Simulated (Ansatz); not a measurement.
Ir: do energies and stresses tell the same story?

The calculation used Ansatz 0.2.0, DFT r2SCAN, scalar-relativistic, plane waves, PAW.

Settings: cutoff 500 eV, Γ-centred mesh 18×18×18 on the computed 1-atom cell, Gaussian smearing of 0.10 eV; no spin polarisation.

Relaxed cell: Fm-3m, a = 3.844 Å, b = 3.844 Å, c = 3.844 Å, α = 90.00°, β = 90.00°, γ = 90.00°, 1 atom in the primitive cell.

Energies at zero smearing and pressures from the stress tensor, at volumes with shape and atoms relaxed:
```
V (Å³/atom) E − E(first) (meV/atom) P (GPa)
     12.498                     0.00    66.42
     12.924                  -147.31    45.10
     13.350                  -242.72    27.30
     13.776                  -294.79    12.42
     14.202                  -310.65     0.00
     14.628                  -296.31   -10.35
     15.054                  -256.81   -18.97
     15.622                  -172.26   -28.21
```

Check P = −dE/dV between neighbouring volumes, and get the bulk modulus from the pressures alone.

With 1 eV/Å³ = 160.2 GPa:
```tsv
middle V (Å³/atom)	−ΔE/ΔV (GPa)	mean P (GPa)
12.711	55.395	55.764
13.137	35.881	36.201
13.563	19.581	19.860
13.989	5.965	6.212
14.415	-5.396	-5.174
14.841	-14.854	-14.660
15.338	-23.844	-23.589
```

The two differ by 0.37 GPa at most. The mean of two end pressures misses the average over a step by about ΔV² P″/12, up to 0.31 GPa here; with that taken off 0.07 GPa remains. The stress is the derivative of the free energy, not of the energy at zero smearing, and with free energies 0.01 GPa remains. Around V = 14.202 Å³/atom, the two neighbours give B = −V ΔP/ΔV = 14.202 × 22.77 / 0.852 = 379.6 GPa, against B0 = 377.2 GPa from the Birch–Murnaghan fit of the energies.

Spin–orbit coupling is left out, which can shift energies with elements as heavy as these.